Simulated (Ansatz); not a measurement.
Runs of Ansatz 0.2.0 on GaAs. It takes space group P-6m2 (No. 187, hexagonal). The conventional cell has a = 3.606 Å, b = 3.606 Å, c = 3.573 Å, α = 90.00°, β = 90.00°, γ = 120.00°. Ga (site symmetry -6m2) is surrounded by 6 As at 2.74 Å. Around As (site symmetry -6m2) lie 6 Ga at 2.74 Å. The cell was built by a generator and needn't be a form met in nature.

```tsv
task	level	spin	cell	k mesh	points for each segment of the path	gap on the mesh (eV)	pressure (GPa)	relaxed volume (Å³/atom)
band structure	LDA	off	as given	9 × 9 × 8	14	none	-5.7	-
relaxation of cell and atoms	LDA	off	relaxed	9 × 9 × 8	-	none	0.0	(a)
band structure	PBEsol	off	as given	9 × 9 × 8	14	none	-4.0	-
relaxation of cell and atoms	PBEsol	off	relaxed	9 × 9 × 8	-	none	0.0	19.43
band structure	LDA	SOC, no magnetisation	as given	7 × 7 × 6	14	none	(b)	-
```

Alike in all rows: potentials or basis Ansatz PAW; cutoff (eV) 420; smearing fermi-dirac 0.05 eV.

Task: Estimate the missing entries.

Result: (a) 18.79; (b) -5.9.

Caveats: the PAW data sets come from PBE, with cores solved anew for the run's functional, which leaves a small shift of forces and pressure; the plane-wave basis is chosen anew once the cell has moved, so the energies of steps on either side of that aren't comparable (some runs).

A k mesh can miss the band edges, and rows without SOC leave out spin-orbit coupling on As, Ga.

A gap of «none» marks a metal or a gap under the smearing width.

Runs at the PBE level aren't shown here.
